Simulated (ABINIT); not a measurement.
Runs of ABINIT 10.8.3 (patched build) on KTaO3. It takes space group Pm-3m (No. 221, cubic). Conventional cell: a = 3.988 Å, b = 3.988 Å, c = 3.988 Å, α = 90.00°, β = 90.00°, γ = 90.00°. Around Ta (site symmetry m-3m) lie 6 O at 1.99 Å. Around K (site symmetry m-3m) lie 12 O at 2.82 Å. O (site symmetry 4/mmm) has 2 Ta at 1.99 Å as nearest neighbours. 

```tsv
potentials or basis	cutoff (eV)	fine-grid cutoff	gap on the mesh (eV)	pressure (GPa)
PseudoDojo NC SR PBE v0.4.1 standard	1143	-	2.30	4.4
SG15 NC PBE v1.2	1143	-	2.26	4.6
JTH PAW PBE v2.0	626	1224.51 eV	(b)	5.5
PseudoDojo NC SR PBE v0.4 stringent	1796	-	2.30	4.9
PseudoDojo NC SR PBE v0.5 stringent	1796	-	2.30	4.9
Ansatz NC PBE	1252	-	2.29	5.5
SPMS NC PBE v1.0	1088	-	2.30	(a)
PseudoDojo NC SR PBE v0.5 standard	1143	-	2.30	4.4
```

Alike in all rows: task single point; level PBE; no spin polarisation; cell as given; k mesh 7 × 7 × 7; smearing fermi-dirac 0.05 eV.

Problem. Fill in the values left out.

Solution. (a) 4.5; (b) 2.24.

Caveats: spin-orbit coupling is left out, which moves the levels of the heavy elements; an odd mesh through Γ misses points on the zone boundary, where band edges often lie; the atomic spheres overlap (some runs).

A k mesh can miss the band edges, and the runs leave out spin-orbit coupling on Ta.

The runs don't all hold the same shells in valence.
